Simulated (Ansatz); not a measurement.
# Ti: the cost of one run

Program: Ansatz 0.2.0. Level of theory: DFT PBE, scalar-relativistic, plane waves, PAW. These are calculated values, not measurements.

This is Ti in the fcc structure; at room conditions it is hcp.

2 further runs of the same task are left out: 2 that didn't finish.

## (1) The system as given

Symmetry: Fm-3m, No. 225, cubic system. The conventional cell has a = 4.060 Å, b = 4.060 Å, c = 4.060 Å, α = 90.00°, β = 90.00°, γ = 90.00°. Ti (site symmetry m-3m) is surrounded by 12 Ti at 2.87 Å.

As a file:

```
CELL_PARAMETERS angstrom
0.00000 2.03000 2.03000
2.03000 0.00000 2.03000
2.03000 2.03000 0.00000
ATOMIC_POSITIONS crystal
Ti 0.00000 0.00000 0.00000
```

The structure comes from the Crystallography Open Database.

(A quick probe on a coarse mesh, which set the mesh and smearing, is not shown.)

## (3) Full relaxation

Contents of input.yaml:

```yaml
crystal:
  lattice:
    - [0.0, 2.03, 2.03]
    - [2.03, 0.0, 2.03]
    - [2.03, 2.03, 0.0]
  atoms:
    - { symbol: Ti, position: [0.0, 0.0, 0.0] }
basis:
  ecutwfc: 420
kpoints:
  mp_grid: { grid: [18, 18, 18] }
hamiltonian:
  xc: pbe
scf:
  occupations: { method: gaussian, width: 0.1 }
output:
  forces: true
  stress: true
  eigenvalues: true
  write_density: true
  write_potential: true
  elf: true
  volumetric_format: npy
relax:
  adjacent_minimum: "off"
  f_tol: 0.005
  max_steps: 80
  cell: { stress_tol: 0.05 }
```

The run is started by

```console
$ ansatz run input.yaml --threads 4 --pin off --max-ram 2560MiB --backend cpu --events-out ev --progress --plain --runs-dir out
```

Q: Estimate wall time and peak memory on 4 threads of Intel Xeon at 2.30GHz, shared host.

About 4.5 s, with a peak of 0.42 GiB.
